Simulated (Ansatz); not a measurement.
**Tc under changes of volume**

One of the cells (14.248 Å³/atom); the others are scaled copies at fixed shape and fractional positions:

```
CELL_PARAMETERS angstrom
2.73936 0.00000 0.00000
-1.36968 2.37235 0.00000
0.00000 0.00000 8.76968
ATOMIC_POSITIONS crystal
Tc 0.66667 0.33333 0.75000
Tc 0.00000 0.00000 0.50000
Tc 0.33333 0.66667 0.25000
Tc 0.00000 0.00000 0.00000
```

```yaml
Program: Ansatz 0.2.0
Functional: PBE
Potentials_or_basis: all-electron LAPW, scalar-relativistic
Cutoff: 262 eV (chosen from the basis error)
Basis_error_allowed: 0.001 eV/atom
k_mesh: 11 × 11 × 3
Occupations: fermi-dirac, width 0.05 eV
Spin: no spin polarisation
```

| volume (Å³/atom) | energy over the lowest point (meV/atom) | pressure (GPa) |
| --- | --- | --- |
| 13.393 | 82.50 | 27.0 |
| 13.678 | 42.00 | 18.6 |
| 13.963 | 15.70 | 11.0 |
| 14.248 | ? | ? |
| 14.533 | 0.00 | -1.8 |
| 14.818 | 8.14 | -7.2 |
| 15.103 | 25.46 | -12.1 |

**Question.** What does the run at 14.248 Å³/atom give?

**Answer.** Energy over the lowest point 2.15 meV/atom; pressure 4.3 GPa.

Worked out: A Birch-Murnaghan fit of order 3 (a polynomial in V^(-2/3)) to the other rows has its minimum at 14.45 Å³/atom with B0 = V·E''(V) = 302 GPa and B' = 4.5 at fixed shape and positions, which overstates the stiffness. It gives 2.14 meV/atom at 14.248 Å³/atom, against the run's 2.15, and -dE/dV = 4.3 GPa, against 4.3.

Energies are extrapolated to zero smearing.

The runs don't all hold the same shells in valence.
